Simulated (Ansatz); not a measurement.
MnO2, 6 atoms in the cell. It takes space group P6_3/mmc (No. 194, hexagonal). Conventional cell: a = 2.855 Å, b = 2.855 Å, c = 10.222 Å, α = 90.00°, β = 90.00°, γ = 120.00°. Mn (site symmetry -3m) is surrounded by 6 O at 1.90 Å. O (site symmetry 3m) is surrounded by 3 Mn at 1.90 Å. Measurements of this composition are mostly on another form, of space group No. 136.

| Item | Value |
| --- | --- |
| Program | Ansatz 0.2.0 |
| Task | relaxation of cell and atoms |
| Functional | PBEsol |
| Potentials or basis | Ansatz PAW |
| Cutoff | 420 eV (not typed: the program's choice for these potentials) |
| k mesh | 11 × 11 × 3 |
| Occupations | fermi-dirac, width 0.05 eV |
| Spin | collinear spin, ferromagnetic start |
| Starting moments | [4.0, 4.0, 0.0, 0.0, 0.0, 0.0] μB |
| Hubbard terms | Mn d U = 8 eV |
| Hubbard projectors | ortho-atomic (the default) |
| Double counting | fll (the default) |

Potentials or basis: Ansatz PAW.

Launch:

```sh
$ ansatz run input.yaml --threads 2 --pin off --max-ram 5632MiB --backend cpu --events-out ev --progress --plain --runs-dir out
```

Hardware: 2 threads of Intel(R) Xeon(R) 6975P-C (Granite Rapids), with other jobs on the host.

**Question.** Estimate the wall time of this run.

**Answer.** Run time: 79 s on 2 threads of Intel(R) Xeon(R) 6975P-C (Granite Rapids), on a shared host, peak memory 0.6 GiB. Counts: scf iterations 197, plane waves 1609, k points 32, bands 38, ion steps 24.
